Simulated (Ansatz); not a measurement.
Here is an Ansatz 0.2.0 calculation.

File input.yaml:

```yaml
crystal:
  lattice:
    - [0.0, 3.06065, 3.06065]
    - [3.06065, 0.0, 3.06065]
    - [3.06065, 3.06065, 0.0]
  atoms:
    - { symbol: Pb, position: [0.0, 0.0, 0.0] }
    - { symbol: Se, position: [0.5, 0.5, 0.5] }
kpoints:
  mp_grid: { grid: [8, 8, 8] }
scf:
  occupations: { method: gaussian, width: 0.013 }
hamiltonian:
  xc: pbe
  pseudopotentials: { kind: all_electron, lapw: { basis_error: 0.001 } }
output:
  forces: true
  stress: true
  eigenvalues: true
```

Potentials or basis: all-electron LAPW, scalar-relativistic.

The run is started by

```bash
$ ansatz run input.yaml --threads 1 --pin off --max-ram 3072MiB --backend cpu --events-out ev --progress --plain --runs-dir out
```

(1) Predict the band gap on the k mesh.

(2) What does it give for the pressure?

Answers

(1) 0.28 eV, direct.

(2) 2.4 GPa.

Caveat: spin-orbit coupling is left out, which as a rule narrows the gap of such compounds by several tenths of an eV.

**What was measured.**

A printed reference work, monograph reports, for a bulk crystal of PbSe at 300 K: band gap 0.28 eV (direct).

Measured gap of PbSe: 0.28 eV (direct; 300 K; a printed reference work, monograph). This calculation gives 0.28 eV (0.00 eV). 2 values of this kind are on record (0.15 to 0.28 eV); this one was drawn at random. Spin-orbit coupling on Pb, Se is left out. The value is that of PBE on a finite k mesh, which can miss the band edges, without temperature or zero-point motion. Semilocal functionals fall short of measured gaps as a rule.
